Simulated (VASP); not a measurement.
Pb, 1 atom in the cell. Symmetry: Fm-3m, No. 225, cubic system. The conventional cell has a = 4.934 Å, b = 4.934 Å, c = 4.934 Å, α = 90.00°, β = 90.00°, γ = 90.00°. Pb (site symmetry m-3m) is surrounded by 12 Pb at 3.49 Å. 

| Property | Result |
| --- | --- |
| Program | VASP 6.6.1 |
| Task | single point |
| Functional | PBEsol |
| Potentials or basis | VASP PAW PBE potentials, release 64 (Pb_d) |
| Cutoff | 520 eV |
| k mesh | 12 × 12 × 19 |
| Occupations | methfessel-paxton, width 0.1 eV |
| Spin | no spin polarisation |
| Further INCAR settings | ALGO = Normal; EDIFF = 1e-06 |

Potentials or basis: VASP PAW PBE potentials, release 64 (Pb_d).

The run is started by

```bash
$ cat potpaw_PBE.64/Pb_d/POTCAR > POTCAR
$ mpirun -np 1 vasp_std > vasp.out
```

Hardware: 1 thread of Intel(R) Xeon(R) Platinum 8488C (Sapphire Rapids), on a shared host.

Estimate the wall time of this run.

Run time: 2.3 min on 1 thread of Intel(R) Xeon(R) Platinum 8488C (Sapphire Rapids), with other jobs on the host, peak memory 0.37 GiB. Counts: scf iterations 10, k points 745.
